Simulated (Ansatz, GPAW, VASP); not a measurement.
# NiO: programs and potentials compared

```
Ni O
1.0
     0.00000    2.08590    2.08590
     2.08590    0.00000    2.08590
     2.08590    2.08590    0.00000
Ni O
1 1
Direct
  0.00000 0.00000 0.00000
  0.50000 0.50000 0.50000
```

Alike in all runs: task single point; functional PBE; k mesh 11 × 11 × 11; occupations gaussian, width 0.015 eV; collinear spin, ferromagnetic start; no spin-orbit coupling. The measured crystal is an antiferromagnetic insulator; the state found here is the runs' own. Pressure is positive in compression and, in plane waves, holds the error of the finite cutoff.

```csv
program and potentials,plane-wave cutoff (eV),notes,pressure (GPa),net moment per atom (μB)
"Ansatz, all-electron LAPW, scalar-relativistic",-,-,6.63,0.91
"VASP, PBE PAW files Ni, O, 520 eV",520,8 valence electrons an atom on average,?,?
"GPAW, GPAW PAW data sets (gpaw-data 1.2.1)",800,11 valence electrons an atom on average; this data set often lies off other programs,10.23,0.89
```

Q: Estimate from the other rows what the run with VASP, PBE PAW files Ni, O, 520 eV gave.

A: Pressure 6.14 GPa; net moment per atom 0.89 μB. The other rows, which needn't bracket it: pressure 6.63 to 10.23; net moment per atom 0.89 to 0.91.
